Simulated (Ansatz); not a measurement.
Crystal: SnTe.

```xyz
2
Lattice="0.0000 3.6111 3.6111 3.6111 0.0000 3.6111 3.6111 3.6111 0.0000" Properties=species:S:1:pos:R:3 pbc="T T T"
Te    1.8056    1.8056    1.8056
Sn    0.0000    0.0000    0.0000
```

Measurements of this composition are mostly on another form, of space group No. 225.

Base run:

```yaml
Program: Ansatz 0.2.0
Functional: HSEsol
Potentials_or_basis: Ansatz PAW
Cutoff: "420 eV (not typed: the program's choice for these potentials)"
k_mesh: 4 × 4 × 4
Occupations: fermi-dirac, width 0.05 eV
Spin: no spin polarisation
```

Its results: band gap on the k mesh 0.32 eV, indirect (least direct gap 1.12 eV); pressure -1.5 GPa.

Problem. The run is repeated on the same cell with these changes: functional from HSEsol to r2SCANh; cutoff from 420 eV (not typed: the program's choice for these potentials) to 500 eV (not typed: the program's choice for these potentials). What comes out?

Solution. Band gap on the k mesh 0.48 eV, indirect (least direct gap 1.26 eV); pressure -0.8 GPa.

Caveats: spin-orbit coupling is left out, which moves the levels of the heavy elements; the PAW data sets come from PBE, with cores solved anew for the run's functional, which leaves a small shift of forces and pressure; the thresholds are loose for stress.
